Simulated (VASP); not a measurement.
AlN (distorted rocksalt), PBE single-point calculation: Ansatz's output and VASP's

```
Al N
1.0
    -0.00380    1.91880    1.99390
     2.02710   -0.08030    2.07040
     1.96930    1.93740   -0.02240
Al N
1 1
Direct
  0.06750 0.99340 0.91620
  0.53070 0.60180 0.49360
```

Ansatz printed

```
SCF 1 converged in 6 iterations: F = -922.862575 eV  dr2 = 8.85e-11
  greatest PAW one-centre occupation: 0.797 electrons in one spin orbital (limit 2), on the N atom at site 1 (counted from 0), in its partial waves of l = 0
SCF converged after 6 iterations
Free energy (F): -922.862575 eV
Harris-Foulkes:  -922.862575 eV  (|F-HF|=7.32e-11)
Internal energy: -922.862575 eV  (E = F + TS)
E sigma→0 (E₀):  -922.862575 eV
Fermi energy:    13.607134 eV
--- Per-component energies (eV) ---
  E_band       = 40.375553
  E_kinetic    = 167.222085
  E_local      = -176.601426  (includes V_loc(G=0)·N_el)
  E_nonlocal   = 56.300678
  E_hartree    = 64.285100
  E_xc         = -104.160764
  E_vxc        = -111.073369  (∫ρ·V_xc dr)
  E_paw        = -595.886756  (= ΣΔE_a)
  E_vpaw       = -24.042731  (= ΣTr[D̂ρ^β])
  E_aug_tail   = 0.000101  (compensation charges beyond the density's cutoff)
  E_ewald      = -334.021592
  E_smearing   = -0.000000  (= −TS)
  E_closure    = 0.000000  (closes the sum)
  Σ components = -922.862575   (vs F -922.862575, Δ=0.00e0)
--- Forces (eV/Å), atoms counted from 1 ---
  atom   1  Al     6.44959689     0.23850196     0.15925817
  atom   2  N     -6.44959664    -0.23849736    -0.15925352
  max |Σ_I F_I| component: 4.65e-6 eV/Å
--- Stress (GPa, compression-positive) ---
      110.040816       3.846624     -14.184558
        3.846572      14.090008      15.178850
      -14.184587      15.178845      14.660626
  P = ⅓ Tr σ = 46.2638 GPa (462.638 kbar)
--- Band table (eV; the first three rows and the last of 504) ---
  k-point 0: bands = ["-6.2340", "10.6992", "11.1683", "11.8094", "16.9994", "23.4227", "24.2441", "25.4249"]
  k-point 1: bands = ["-6.0265", "10.0381", "10.8224", "11.7147", "17.5364", "22.6405", "24.2937", "25.4945"]
  k-point 2: bands = ["-5.4242", "8.1034", "10.5531", "11.4257", "18.1913", "21.8121", "24.4865", "25.2385"]
  k-point 503: bands = ["-2.8399", "3.3872", "9.9886", "10.0483", "17.7052", "22.2356", "22.5204", "25.0112"]
```

Datasets and cutoffs are each program's own. VASP's cell holds 8 valence electrons and Ansatz's 8. Ansatz's stress includes a Pulay correction; VASP's doesn't.

Task: What does VASP give for the same cell and level of theory?

Result: gap between bands v and c on the k mesh 3.56 eV; least direct gap on the k mesh 5.20 eV; pressure 46.4 GPa; largest force 6.51 eV/Å.

From OUTCAR

```
k-points           NKPTS =    504   k-points in BZ     NKDIM =    504   number of bands    NBANDS=     11

   NELECT =       8.0000    total number of electrons

   dimension x,y,z NGX =    24 NGY =   24 NGZ =   24
   dimension x,y,z NGXF=    48 NGYF=   48 NGZF=   48

  energy-cutoff  :      520.00
  volume of cell :       16.07
      direct lattice vectors                 reciprocal lattice vectors
    -0.003800000  1.918800000  1.993900000    -0.249468836  0.256515467  0.254200381
     2.027100000 -0.080300000  2.070400000     0.243033231 -0.244311200  0.235572425
     1.969300000  1.937400000 -0.022400000     0.257146883  0.251976841 -0.241996090

 k-points in reciprocal lattice and weights: KPOINTS created by Atomic Simulation Env
   0.00000000  0.00000000  0.00000000       0.001
   0.10000000  0.00000000 -0.00000000       0.002
   0.20000000  0.00000000 -0.00000000       0.002
   0.30000000  0.00000000 -0.00000000       0.002
   0.40000000 -0.00000000 -0.00000000       0.002
   0.50000000  0.00000000 -0.00000000       0.001
  -0.00000000  0.10000000 -0.00000000       0.002
   0.10000000  0.10000000  0.00000000       0.002
   ...

 E-fermi :  10.8889

 k-point     1 :       0.0000    0.0000    0.0000
  band No.  band energies     occupation
      1      -7.5563      2.00000
      2       9.4011      2.00000
      3       9.8715      2.00000
      4      10.5090      2.00000
      5      15.7129      0.00000
      6      22.1549      0.00000
      7      22.9947      0.00000
      8      24.1684      0.00000
      9      27.0648      0.00000
     10      28.0509      0.00000
     11      29.1264      0.00000

 k-point     2 :       0.1000    0.0000   -0.0000
  band No.  band energies     occupation
      1      -7.3429      2.00000
      2       8.7631      2.00000
      3       9.6272      2.00000
      4      10.3049      2.00000
      5      16.2005      0.00000
      6      21.6158      0.00000
      7      22.5879      0.00000
      8      24.3840      0.00000
      9      26.4466      0.00000
     10      27.4165      0.00000
     11      29.1432      0.00000

 k-point     3 :       0.2000    0.0000   -0.0000
  band No.  band energies     occupation
      1      -6.7230      2.00000
      2       6.9148      2.00000
      3       9.3169      2.00000
      4       9.9892      2.00000
      5      16.6949      0.00000
      6      20.7082      0.00000
      7      22.8185      0.00000
      8      24.0946      0.00000
      9      25.7620      0.00000
     10      26.9123      0.00000
     11      29.6550      0.00000

 k-point     4 :       0.3000    0.0000   -0.0000
  band No.  band energies     occupation
      1      -5.7761      2.00000
      2       4.7184      2.00000
      3       9.0186      2.00000
      4       9.6762      2.00000
      5      16.3498      0.00000
      6      20.8328      0.00000
      7      22.1980      0.00000
      8      23.8150      0.00000
      9      26.4770      0.00000
     10      27.3242      0.00000
     11      30.6874      0.00000

 k-point     5 :       0.4000   -0.0000   -0.0000
  band No.  band energies     occupation
      1      -4.7294      2.00000
      2       2.8076      2.00000
      3       8.8058      2.00000
      4       9.4497      2.00000
      5      15.8800      0.00000
      6      20.6639      0.00000
      7      21.6559      0.00000
      8      24.4624      0.00000
      9      26.0448      0.00000
     10      29.6695      0.00000
     11      32.4881      0.00000

 k-point     6 :       0.5000    0.0000   -0.0000
  band No.  band energies     occupation
      1      -4.1896      2.00000
      2       1.9630      2.00000
      3       8.7296      2.00000
      4       9.3678      2.00000
      5      15.7023      0.00000
      6      20.5162      0.00000
      7      21.4425      0.00000
      8      24.9320      0.00000
      9      25.8623      0.00000
     10      31.3416      0.00000
     11      33.4957      0.00000

 k-point     7 :      -0.0000    0.1000   -0.0000
  band No.  band energies     occupation
      1      -7.3656      2.00000
      2       8.3741      2.00000
      3       9.8258      2.00000
      4      10.4396      2.00000
      5      16.4244      0.00000
      6      21.1749      0.00000
      7      23.2896      0.00000
      8      24.5322      0.00000
      9      26.8422      0.00000
     10      27.8613      0.00000
     11      28.8091      0.00000

 k-point     8 :       0.1000    0.1000    0.0000
  band No.  band energies     occupation
      1      -7.2921      2.00000
      2       8.7320      2.00000
      3       9.4388      2.00000
      4      10.1278      2.00000
      5      16.5934      0.00000
      6      20.9319      0.00000
      7      23.2474      0.00000
      8      24.1954      0.00000
      9      25.0920      0.00000
     10      28.7542      0.00000
     11      30.0908      0.00000

 ...

  Total       11.1156067      1.3827146      1.4503018      0.3797733      1.5252613     -1.4376193
  in kB     1108.1059592    137.8417138    144.5794335     37.8592993    152.0520843   -143.3151243
  external PRESSURE =     463.5090355 kB  Pullay stress =       0.0000000 kB

 POSITION                                       TOTAL-FORCE (eV/Angst)
 -----------------------------------------------------------------------------------
      3.81774      1.82479      2.17080         6.504723      0.230799      0.151724
      2.18994      1.92628      2.29307        -6.504723     -0.230799     -0.151724
 -----------------------------------------------------------------------------------
    total drift:                                0.000356     -0.000023      0.000044

  FREE ENERGIE OF THE ION-ELECTRON SYSTEM (eV)
  ---------------------------------------------------
  free  energy   TOTEN  =       -13.4881133144 eV

  energy  without entropy=      -13.4881133144  energy(sigma->0) =      -13.48811331
```
